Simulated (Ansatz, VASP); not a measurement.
**One calculation of SiC4, two programs**

```xyz
5
Lattice="3.1624 0.0000 0.0000 0.0000 3.1624 0.0000 0.0000 0.0000 3.9563" Properties=species:S:1:pos:R:3 pbc="T T T"
Si    1.5812    1.5812    0.0000
C     0.0000    1.5812    2.6881
C     1.5812    0.0000    2.6881
C     0.0000    1.5812    1.2682
C     1.5812    0.0000    1.2682
```

Alike in both runs: functional PBE; k mesh 6 × 6 × 4; occupations gaussian, width 0.1 eV; no spin polarisation.

Ansatz relaxed the structure, and its values are those at the end. VASP's run is a single point on that final structure, the one shown.

```csv
,VASP,Ansatz
version,VASP 6.6.1,Ansatz 0.2.0
potentials or method,"VASP PAW PBE potentials, release 64 (Si, C)","scalar-relativistic, plane waves, PAW"
plane-wave cutoff (eV),520,420
valence electrons in the cell,20,20
```

Ansatz gave:

- gap on the k mesh at the Fermi level (eV): none
- pressure (GPa): 0.1
- rms of the force components (eV/Å): 0.000

Problem. What did VASP give for the same quantities?

Solution. gap on the k mesh at the Fermi level (eV): none; pressure (GPa): 0.3; rms of the force components (eV/Å): 0.036.

A gap of «none» marks a metal or a gap that the smearing closes. The functional is the same, so the differences come from potentials, cutoffs and numerics.

Caveats: the k mesh is coarse (spacing up to 0.40 Å⁻¹), so the values aren't converged.
